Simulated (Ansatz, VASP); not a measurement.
One calculation of AlN, two programs

```xyz
2
Lattice="0.0000 2.2013 2.2013 2.2013 0.0000 2.2013 2.2013 2.2013 0.0000" Properties=species:S:1:pos:R:3 pbc="T T T"
Al    0.0378    0.0000    0.0252
N     3.2291    3.3019    3.2534
```

Change from the starting cell: mode 4 frozen in at -0.073 Å and mode 5 at -0.049 Å (largest displacements).

Alike in both runs: task single point; functional PBE; k mesh 10 × 10 × 10; occupations gaussian, width 0.05 eV; no spin polarisation.

|  | VASP | Ansatz |
| --- | --- | --- |
| version | VASP 6.6.1 | Ansatz 0.2.0 |
| potentials or method | VASP PAW PBE potentials, release 64 (Al, N) | scalar-relativistic, plane waves, PAW |
| plane-wave cutoff (eV) | 520 | 520 |
| valence electrons in the cell | 8 | 8 |

|  | VASP | Ansatz | Ansatz less VASP |
| --- | --- | --- | --- |
| gap on the k mesh at the Fermi level (eV) | 2.96 | 2.97 | +0.008 |
| least direct gap on the mesh (eV) | 3.62 | 3.62 | -0.007 |
| pressure (GPa) | 1.9 | 2.1 | +0.18 |
| largest component of the traceless stress (GPa) | 7.00 | 6.98 | -0.021 |
| rms of the force components (eV/Å) | 1.112 | 1.109 | -0.0025 |

Atom by atom the forces differ by 0.002 eV/Å (rms over components).

Caveats: forces of over 1 eV/Å show positions far from the minimum, so gaps and moduli don't describe the material at rest. A k mesh can miss the band edges.
